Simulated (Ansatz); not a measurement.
**TaN: a film clamped to a substrate**

All numbers below come from Ansatz, DFT PBE, scalar-relativistic, plane waves, PAW. Cutoff 420 eV, Γ-centred 24×24×24 k-points, Gaussian smearing of 0.15 eV. Spin–orbit coupling is left out, which matters for the heavy elements here. No spin polarisation. Energies are free energies at this smearing, counted from the undisturbed cell; pressure is positive in compression.

The starting cell (relaxed at this level; this rock-salt form isn't the usual structure):

```
CELL_PARAMETERS angstrom
0.00000 2.20863 2.20863
2.20863 0.00000 2.20863
2.20863 2.20863 0.00000
ATOMIC_POSITIONS crystal
Ta 0.50000 0.50000 0.50000
N 0.00000 0.00000 0.00000
```

The cell (2 atoms, V0 = 21.55 Å³) is strained by p along both x and y and by q along z, fractional coordinates fixed. τp = (1/V0) ∂E/∂p = (σxx + σyy)(1 + p)(1 + q) and τq = (1/V0) ∂E/∂q = σzz(1 + p)², with tension positive.

```
     p q  ΔE (meV/atom)  τp (GPa)  τq (GPa)
 0.000   0.000           0.00      0.03      0.02
-0.015   0.000          13.58    -27.73     -4.19
 0.015   0.000          12.12     23.31      4.26
 0.000  -0.015           5.66     -4.30    -11.59
 0.000   0.015           5.04      4.19      9.64
```

Get the second derivatives of the energy density.

Central differences give A = ∂τp/∂p = 1701 GPa (C11 + C22 + 2 C12), C = ∂τq/∂q = 708 GPa (C33) and the cross term B = ∂τq/∂p = 282 GPa (C13 + C23); ∂τp/∂q = 283 GPa must equal B, and any difference shows higher-order terms. The ions are clamped. In a cubic crystal C11 = C = 708, C12 = B/2 = 141 GPa and A should be 2(C11 + C12) = 1697 GPa; the bulk modulus is (C11 + 2 C12)/3 = 330 GPa.

A film of this crystal grows with z along the normal on a substrate that imposes p. How does its thickness respond, and what does the misfit cost?

Count p and q from the stress-free cell. A free surface needs τq = 0, so q = −(B/C) p = -0.40 p. The energy density left is (A − B²/C) p²/2 = M p², with the biaxial modulus M = 794 GPa; a misfit of 1 % costs 5.34 meV/atom, against 5.72 meV/atom if the thickness were held.

At p = -0.030 the energies along q are 99.5 (q = -0.030), 72.0 (q = -0.015), 57.5 (q = 0.000), 53.1 (q = 0.015), 56.2 (q = 0.030) meV/atom.

Does the linear rule hold at this misfit?

A parabola through the lowest point and its neighbours has its minimum at q = 0.016, 53.0 meV/atom. With the stress left in the starting cell, τp0 and τq0, linear elasticity gives q = −(τq0 + Bp)/C = 0.012 and E = V0(τp0 p + τq0 q + Ap²/2 + Bpq + Cq²/2)/N = 48.0 meV/atom. The energies differ by more than a tenth, so the quadratic law fails here: the gap holds the anharmonic part, with some error from the wide steps. Cubic terms also shift the vertex of so wide a parabola.

In a metal these slopes depend on the k mesh and the smearing.

The crystal is very stiff along the cube axes but couples them weakly: C11 is 708 GPa against a C12 of 141 GPa. This fits rock-salt TaN, where straight Ta–N–Ta chains carry strong σ bonds between N 2p and Ta 5d orbitals of e_g type. Strain along one axis changes those bond lengths directly, while the perpendicular bonds respond only indirectly. Letting the film thickness relax therefore recovers little of the misfit energy, lowering it from 5.72 to 5.34 meV/atom at 1 % misfit. Clamping the ions costs nothing here, because both sites remain inversion centres under these strains and no internal displacement is allowed.

Compression costs more than equal extension in both strain directions, as expected when short-range repulsion steepens. The harmonic modulus thus underestimates the cost of the larger compressive misfit, and would probably overestimate that of a comparable tensile one. The positive moduli show resistance to these axial strains only; shear and finite-wavevector phonons, where the metallic t2g electrons can drive softening, remain untested.
